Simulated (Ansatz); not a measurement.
Write the native input for Ansatz 0.2.0 that does the following.

| Property | Result |
| --- | --- |
| Task | band structure |
| Functional | PBE |
| Potentials or basis | Ansatz PAW |
| Cutoff | 420 eV (not typed: the program's choice for these potentials) |
| k mesh | 10 × 10 × 3 |
| Occupations | fermi-dirac, width 0.05 eV |
| Spin | no spin polarisation |
| Path | [["G", "M", "K", "G", "A", "L", "H", "A"], ["L", "M"], ["K", "H"]] |
| Points for each segment of the path | 14 |

Crystal: WS2 (Tungstenite).

```
W S
1.0
     3.18000    0.00000    0.00000
    -1.59000    2.75396    0.00000
     0.00000    0.00000   12.50000
W S
2 4
Direct
  0.66667 0.33333 0.75000
  0.33333 0.66667 0.25000
  0.66667 0.33333 0.37500
  0.33333 0.66667 0.87500
  0.66667 0.33333 0.12500
  0.33333 0.66667 0.62500
```

The input as run:

input.yaml

```yaml
crystal:
  lattice:
    - [3.18, 0.0, 0.0]
    - [-1.59, 2.753960784, 0.0]
    - [0.0, 0.0, 12.5]
  atoms:
    - { symbol: W, position: [0.6666666667, 0.3333333333, 0.75] }
    - { symbol: W, position: [0.3333333333, 0.6666666667, 0.25] }
    - { symbol: S, position: [0.6666666667, 0.3333333333, 0.375] }
    - { symbol: S, position: [0.3333333333, 0.6666666667, 0.875] }
    - { symbol: S, position: [0.6666666667, 0.3333333333, 0.125] }
    - { symbol: S, position: [0.3333333333, 0.6666666667, 0.625] }
hamiltonian:
  xc: pbe
  pseudopotentials: { kind: paw }
kpoints:
  mp_grid: { grid: [10, 10, 3] }
  band_path:
    path:
      - [[0.0, 0.0, 0.0], [0.5, 0.0, 0.0], [0.3333333333, 0.3333333333, 0.0], [0.0, 0.0, 0.0], [0.0, 0.0, 0.5], [0.5, 0.0, 0.5], [0.3333333333, 0.3333333333, 0.5], [0.0, 0.0, 0.5]]
      - [[0.5, 0.0, 0.5], [0.5, 0.0, 0.0]]
      - [[0.3333333333, 0.3333333333, 0.0], [0.3333333333, 0.3333333333, 0.5]]
    npoints: 14
scf:
  occupations: { method: fermi_dirac, width: 0.05 }
  n_extra_bands: 15
output:
  forces: true
  stress: true
  eigenvalues: true
  fatbands: true
```

Potentials or basis: Ansatz PAW.

Run with:

```bash
$ ansatz run input.yaml --threads 2 --pin off --max-ram 5632MiB --backend cpu --events-out ev --progress --plain --runs-dir out
```

Results of the run:

* Pressure: 2.3 GPa
* Largest force: 0.129 eV/Å
* Band gap on the k mesh: 1.12 eV, indirect (least direct gap 2.09 eV)
* Band gap along the path: 1.05 eV, indirect (least direct gap 1.74 eV)

Caveat: the k mesh misses the band edges, so the gap on the mesh is wider than the one along the path; spin-orbit coupling is left out, which moves the levels of the heavy elements; this functional lacks dispersion, which binds the layers, so the pressure and a relaxed spacing across them are unreliable.

Wall time 14 s on 2 threads of Arm Neoverse V2, on a shared host, peak memory 0.51 GiB.
